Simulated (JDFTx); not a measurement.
The system is MoP.

```
CELL_PARAMETERS angstrom
3.22300 0.00000 0.00000
-1.61150 2.79120 0.00000
0.00000 0.00000 3.19100
ATOMIC_POSITIONS crystal
Mo 0.00000 0.00000 0.00000
P 0.33333 0.66667 0.50000
```

- Program: JDFTx 1.7.0 (patched build)
- Task: single point
- Functional: PBE
- Potentials or basis: PseudoDojo-SR-PBE-0.5-standard
- Cutoff: 1088 eV
- Density cutoff: 4354 eV
- k mesh: 10 × 10 × 8
- Occupations: fermi-dirac, width 0.05 eV
- Spin: no spin polarisation

On this cell: pressure 2.8 GPa; largest force under 0.003 eV/Å; band gap on the k mesh none (metal or under the smearing width).

The same run follows on a disturbed copy (atoms moved at random, drawn with an rms of 0.05 Å):

```
Mo P
1.0
     3.22300    0.00000    0.00000
    -1.61150    2.79120    0.00000
     0.00000    0.00000    3.19100
Mo P
1 1
Cartesian
  -0.0237 0.0170 0.0045
  -0.0464 1.8811 1.5640
```

Problem. What does the disturbed cell give?

Solution. The energy (extrapolated to zero smearing) moves by +6.4 meV/atom; pressure 3.0 GPa; largest force 0.601 eV/Å; band gap on the k mesh none (metal or under the smearing width).

Forces in eV/Å, atoms in the order of the input:
```
Mo  -0.330  0.052 -0.500
P    0.330 -0.052  0.500
```

Stress tensor (GPa, compression positive):
```
 3.31 -0.95  0.22
-0.95  3.04 -0.04
 0.22 -0.04  2.58
```

Caveats: forces may be off by hundredths of an eV/Å.
